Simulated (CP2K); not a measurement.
TePb under changes of volume

One of the cells (33.730 Å³/atom); the others are scaled copies at fixed shape and fractional positions:

```xyz
2
Lattice="4.5693 0.0000 0.0000 2.2847 3.9572 0.0000 2.2847 1.3191 3.7308" Properties=species:S:1:pos:R:3 pbc="T T T"
Pb    0.0000    0.0000    0.0000
Te    4.5693    2.6381    1.8654
```

- Program: CP2K 2026.2
- Functional: LDA
- Potentials or basis: GTH_POTENTIALS Pb GTH-PADE-q4, Te GTH-PADE-q6; TZVP-MOLOPT-PBE-GTH basis
- Density cutoff: 6123 eV
- k mesh: 7 × 7 × 7
- Occupations: fermi-dirac, width 0.01 eV
- Spin: no spin polarisation

```csv
volume (Å³/atom),energy over the lowest point (meV/atom),pressure (GPa)
31.706,0.00,0.5
32.380,0.07,-0.5
33.055,4.16,-1.4
33.730,11.82,-2.2
34.404,22.68,-2.9
35.079,36.38,-3.6
35.753,?,?
```

Question: What does the run at 35.753 Å³/atom give?

Answer: Energy over the lowest point 52.61 meV/atom; pressure -4.1 GPa.

Worked out: A Birch-Murnaghan fit of order 3 (a polynomial in V^(-2/3)) to the other rows has its minimum at 32.03 Å³/atom with B0 = V·E''(V) = 48 GPa and B' = 4.5. It gives 52.60 meV/atom at 35.753 Å³/atom, against the run's 52.61, and -dE/dV = -4.1 GPa, against -4.1.

Energies are extrapolated to zero smearing.

Caveats: the basis of atomic orbitals isn't converged, which shifts pressures, moduli and gaps.
